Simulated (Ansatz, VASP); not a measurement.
# Au: VASP beside Ansatz

```
CELL_PARAMETERS angstrom
-1.69706 1.69706 1.69706
1.69706 -1.69706 1.69706
1.69706 1.69706 -1.69706
ATOMIC_POSITIONS crystal
Au 0.00000 0.00000 0.00000
```

Alike in both runs: task single point; functional BLYP; k mesh 15 × 15 × 15; occupations fermi-dirac, width 0.1 eV; no spin polarisation.

|  | VASP | Ansatz |
| --- | --- | --- |
| version | VASP 6.6.1 | Ansatz 0.2.0 |
| potentials or method | VASP PAW PBE potentials, release 64 (Au) | plane waves (420 eV) with PAW, scalar-relativistic |
| plane-wave cutoff (eV) | 520 | 420 |
| valence electrons in the cell | 11 | 19 |

|  | VASP | Ansatz | Ansatz less VASP |
| --- | --- | --- | --- |
| pressure (GPa) | 0.4 | 0.0 | -0.43 |

The functional is the same, so the differences come from potentials, cutoffs and numerics. The two sets of potentials don't hold the same shells in valence.

Caveats: the PAW data sets were made with another functional, which shifts forces and pressure a little (VASP). The runs have no spin-orbit coupling, so splittings on Au are missing.
